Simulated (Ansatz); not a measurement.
# C₅H₈: taking an electron away

The task here is to estimate one member of a computed series from the others.

Program: Ansatz 0.2.0, Gaussian basis. Level of theory: unrestricted cation, the program's frozen cores in correlated methods. These are calculated values, not measurements.

Plan: UKS PBE-D4/def2-TZVPP; UKS r2SCAN-D4/def2-TZVPP; UKS PBE0-D4/def2-TZVPP; UKS B3LYP-D4/def2-TZVPP; UKS wB97X-V/def2-TZVPP; UKS wB97M-V/def2-TZVPP; UKS B2PLYP/def2-TZVPP; UHF-CCSD(T)/def2-TZVPP; UHF-MP2/def2-QZVPP; extrapolation to the limit; then −ε(HOMO) from the neutral's earlier runs with LDA (SPW92), PBE-D4, revPBE-D4, BLYP-D4, r2SCAN-D4, B97M-V, PBE0-D4, B3LYP-D4, r2SCANh-D4, r2SCAN0-D4, HSE06-D4, BHLYP-D4, CAM-B3LYP-D4, LC-ωPBE, ωB97X-V, ωB97M-V.

## The relaxed structure

The geometry comes from an earlier relaxation with PBE0-D4 in a triple-zeta def2 set; it is a stationary point, not always the lowest conformer.

13 atoms, charge 0, spin multiplicity 1.

Atoms are counted from 1 here; the program's logs count them from 0.

Bond lengths: C1–C2 1.473 Å, C1–C3 1.473 Å, C1–C4 1.473 Å, C1–C5 1.473 Å, C2–C3 1.518 Å, C2–H6 1.084 Å, C2–H7 1.084 Å, C3–H8 1.084 Å, C3–H9 1.084 Å, C4–C5 1.518 Å, C4–H10 1.084 Å, C4–H11 1.084 Å, C5–H12 1.084 Å, C5–H13 1.084 Å. Angles: C2–C1–C3 62.1°, C2–C1–C4 137.3°, C2–C1–C5 137.3°, C3–C1–C4 137.3°, C3–C1–C5 137.3°, C4–C1–C5 62.1°, C1–C2–C3 59.0°, C1–C2–H6 118.5°, C1–C2–H7 118.5°, C3–C2–H6 117.5°, C3–C2–H7 117.5°, H6–C2–H7 114.7°, C1–C3–C2 59.0°, C1–C3–H8 118.5°, C1–C3–H9 118.5°, C2–C3–H8 117.5°, C2–C3–H9 117.5°, H8–C3–H9 114.7° and more.

Set-up of the first run:

The input, in.yaml:

```yaml
crystal:
  periodic: [false, false, false]
  atoms:
    - {symbol: C, position_ang: [-0.000000, -0.000000, 0.000000]}
    - {symbol: C, position_ang: [-0.000000, 0.759066, 1.262013]}
    - {symbol: C, position_ang: [0.000000, -0.759066, 1.262013]}
    - {symbol: C, position_ang: [0.759066, -0.000000, -1.262013]}
    - {symbol: C, position_ang: [-0.759066, -0.000000, -1.262013]}
    - {symbol: H, position_ang: [-0.912914, 1.260493, 1.563227]}
    - {symbol: H, position_ang: [0.912914, 1.260493, 1.563227]}
    - {symbol: H, position_ang: [-0.912914, -1.260493, 1.563227]}
    - {symbol: H, position_ang: [0.912914, -1.260493, 1.563227]}
    - {symbol: H, position_ang: [1.260493, -0.912914, -1.563227]}
    - {symbol: H, position_ang: [1.260493, 0.912914, -1.563227]}
    - {symbol: H, position_ang: [-1.260493, -0.912914, -1.563227]}
    - {symbol: H, position_ang: [-1.260493, 0.912914, -1.563227]}
basis:
  gaussian: {orbitals: def2-TZVPP}
total_charge: 1
magnetization: {spin_polarized: true, initial_magnetization: 1}
hamiltonian: {xc: pbe, dispersion: d4}
```

On the command line:

```console
ansatz run in.yaml --threads 2 --pin off --events-out ev --progress --plain --max-ram 32768MiB --backend cpu
```

Steps of the session up to this table: Cation, UKS PBE-D4/def2-TZVPP; Cation, UKS r2SCAN-D4/def2-TZVPP; Cation, UKS PBE0-D4/def2-TZVPP; Cation, UKS B3LYP-D4/def2-TZVPP; Cation, UKS wB97X-V/def2-TZVPP; Cation, UKS wB97M-V/def2-TZVPP; Cation, UKS B2PLYP (frozen core)/def2-TZVPP; Cation, UHF-CCSD(T)/def2-TZVPP; Cation, UHF-MP2/def2-QZVPP.

One of the session's tables, all rows but one given; the rest of the session is left out.

It belongs to the step «Ionisation energies side by side». For comparison, −ε(HOMO) of the neutral from earlier runs:

| functional | −ε(HOMO) (eV) |
| --- | --- |
| LDA (SPW92) | 6.70 |
| PBE-D4 | 6.53 |
| revPBE-D4 | 6.46 |
| BLYP-D4 | 6.38 |
| r2SCAN-D4 | 6.74 |
| B97M-V | 6.82 |
| PBE0-D4 | 7.77 |
| B3LYP-D4 | 7.54 |
| r2SCANh-D4 | 7.20 |
| r2SCAN0-D4 | ? |
| HSE06-D4 | 7.36 |
| BHLYP-D4 | 8.88 |
| CAM-B3LYP-D4 | 9.14 |
| LC-ωPBE | 10.54 |
| ωB97X-V | 10.14 |
| ωB97M-V | 10.04 |

**Question.** Estimate the row for r2SCAN0-D4.

Worked estimate for «−ε(HOMO) (eV)». Against the share of exact exchange, r2SCAN-D4 (0, 6.74), r2SCANh-D4 (0.1, 7.20) give a slope of 4.60 per unit share; at 0.25 the line stands at 7.89.

**Answer.** −ε(HOMO) (eV): 7.90. In «−ε(HOMO) (eV)» the line misses by -0.01.

Limits of these values: The cation may have settled in a state other than its lowest; no search over hole states beyond the program's own was made.
